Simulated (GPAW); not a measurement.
A run of GPAW 26.7.0 is set up as follows.

The input run.py:

```python
from ase import Atoms
from ase.calculators.mixing import SumCalculator
from ase.filters import FrechetCellFilter
from ase.io import write
from ase.optimize import BFGS
from dftd3.ase import DFTD3
from gpaw import GPAW, PW, setup_paths

setup_paths.insert(0, '.')

atoms = Atoms(['Sn'],
              cell=[[-1.726539, 1.775547, 2.338342],
                    [1.726539, -1.775547, 2.338342],
                    [1.726539, 1.775547, -2.338342]],
              scaled_positions=[[0.0, 0.0, 0.0]],
              pbc=True)

calc = GPAW(mode=PW(600),
            xc='PBEsol',
            kpts={'size': (8, 8, 8), 'gamma': True},
            occupations={'name': 'fermi-dirac', 'width': 0.05},
            nbands=14,
            convergence={'density': 1e-05, 'forces': 0.0001},
            maxiter=150,
            txt='gpaw.txt')
atoms.calc = SumCalculator([calc, DFTD3(method='pbesol', damping='d3bj')])
opt = BFGS(FrechetCellFilter(atoms), trajectory='relax.traj', logfile='-')
done = opt.run(fmax=0.02, steps=60)
calc.write('gs.gpw')
write('result.traj', atoms)
print('Converged:', done)
print('Cell:', atoms.cell.cellpar().round(4))
print('Volume:', round(atoms.get_volume(), 4))
print(atoms.get_scaled_positions().round(5))
```

Potentials or basis: PAW data sets generated in the run's folder for this functional, pw.

Run with:

```sh
$ gpaw-setup -f PBEsol Sn
$ OMP_NUM_THREADS=1 python run.py
```

(1) Predict the space group after relaxing (to 0.05 Å).

(2) Predict the band gap on the k mesh.

Results:

(1) Immm (No. 71).

(2) none (metal or under the smearing width).

Caveat: later steps reuse the first step's grids.
